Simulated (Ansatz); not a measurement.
Crystal: MgB2.

```
Mg B
1.0
     3.08500    0.00000    0.00000
    -1.54250    2.67169    0.00000
     0.00000    0.00000    3.52300
Mg B
1 2
Cartesian
  0.0000 0.0000 0.0000
  1.5425 0.8906 1.7615
  0.0000 1.7811 1.7615
```

Base run:

| Property | Result |
| --- | --- |
| Program | Ansatz 0.2.0 |
| Functional | LDA |
| Potentials or basis | all-electron LAPW, scalar-relativistic |
| Cutoff | 272 eV |
| Density cutoff | 1088 eV |
| Basis error allowed | 0.002 eV/atom |
| k mesh | 10 × 10 × 8 |
| Occupations | fermi-dirac, width 0.05 eV |
| Spin | no spin polarisation |

Its results: pressure -7.5 GPa.

Question: After a change of settings the same cell gave: pressure -3.0 GPa. Which change was it?
A. functional from LDA to PBE; potentials or basis from all-electron LAPW, scalar-relativistic to all-electron PAW datasets made for the crystal
B. functional from LDA to PBE
C. functional from LDA to PBE; basis error allowed from 0.002 eV/atom to 0.001 eV/atom
D. functional from LDA to PBEsol; potentials or basis from all-electron LAPW, scalar-relativistic to all-electron LAPW, non-relativistic

Answer: D.

Not every run made on this cell is shown here.
